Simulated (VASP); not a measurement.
Wanted: the native input for a VASP 6.6.1 run.

```yaml
Task: relaxation of cell and atoms
Functional: AM05
Potentials_or_basis: VASP PAW PBE potentials, release 64 (Mg, Sn_d)
Cutoff: 600 eV
k_mesh: 10 × 10 × 10
Occupations: gaussian, width 0.03 eV
Spin: no spin polarisation
Further_INCAR_settings: ALGO = Normal; EDIFF = 1e-06; IBRION = 2; EDIFFG = -0.01; NSW = 90; ISIF = 3
```

The structure of Mg2Sn lies in POSCAR:

```
Mg2Sn
1.0
    0.0000000000      3.3695000000      3.3695000000
    3.3695000000      0.0000000000      3.3695000000
    3.3695000000      3.3695000000      0.0000000000
Mg Sn
2 1
Direct
    0.2500000000      0.2500000000      0.2500000000
    0.7500000000      0.7500000000      0.7500000000
    0.0000000000      0.0000000000      0.0000000000
```

One way to write it, as run:

INCAR

```
PREC = Accurate ; ENCUT = 600
EDIFF = 1E-6 ; ISMEAR = 0
SIGMA = 0.03 ; LREAL = F
LASPH = T ; NELM = 80
ALGO = Normal ; ISIF = 3
LWAVE = F ; LCHARG = F
GGA = AM ; IBRION = 2
NSW = 90 ; EDIFFG = -0.01
```

KPOINTS

```
Automatic mesh
0
Gamma
  10 10 10
```

Potentials or basis: VASP PAW PBE potentials, release 64 (Mg, Sn_d).

Command:

```sh
$ cat potpaw_PBE.64/Mg/POTCAR potpaw_PBE.64/Sn_d/POTCAR > POTCAR
$ mpirun -np 1 vasp_std > vasp.out
```

Results of the run:

```yaml
Relaxed_volume: 25.62 Å³/atom
Relaxed_cell: a = 4.773 Å, b = 4.773 Å, c = 4.773 Å, α = 60.00°, β = 60.00°, γ = 60.00°
Space_group_after_relaxing_to_0.05_Å: Fm-3m (No. 225)
Energy_gained_by_relaxing: 0.1 meV/atom
Ionic_steps: 3
Pressure_after_relaxing: 0.1 GPa
Band_gap_on_the_k_mesh: none (metal or under the smearing width)
```

Caveat: the PAW data sets were made with another functional, which shifts forces and pressure a little; this crystal is a semiconductor, whose small gap the functional closes, so the metal is an error of the method.

Wall time 86 s on 1 thread of AMD EPYC 9R14 (Zen 4), on a shared host, peak memory 0.25 GiB.
